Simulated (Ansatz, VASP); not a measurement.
# One calculation of BeC, two programs

```xyz
8
Lattice="2.8990 0.0000 0.0000 -1.4495 2.5106 0.0000 0.0000 0.0000 7.8306" Properties=species:S:1:pos:R:3 pbc="T T T"
Be    1.4495    0.8369    5.8730
Be    0.0000    0.0000    0.0000
Be    0.0000    1.6737    1.9577
Be    0.0000    0.0000    3.9153
C     0.0000    1.6737    6.5797
C     1.4495    0.8369    1.2510
C     1.4495    0.8369    2.6643
C     0.0000    1.6737    5.1663
```

Alike in both runs: functional PBE; k mesh 12 × 12 × 6; occupations gaussian, width 0.1 eV; no spin polarisation.

Ansatz relaxed the structure, and its values are those at the end. VASP's run is a single point on that final structure, the one shown.

|  | VASP | Ansatz |
| --- | --- | --- |
| version | VASP 6.6.1 | Ansatz 0.2.0 |
| potentials or method | VASP PAW PBE potentials, release 64 (Be, C) | scalar-relativistic, plane waves, PAW |
| plane-wave cutoff (eV) | 520 | 420 |
| valence electrons in the cell | 24 | 24 |

|  | VASP | Ansatz | Ansatz less VASP |
| --- | --- | --- | --- |
| gap on the k mesh at the Fermi level (eV) | none | none | - |
| pressure (GPa) | 0.4 | 0.0 | -0.44 |
| rms of the force components (eV/Å) | 0.036 | 0.000 | -0.0359 |

A gap of «none» marks a metal or a gap that the smearing closes.
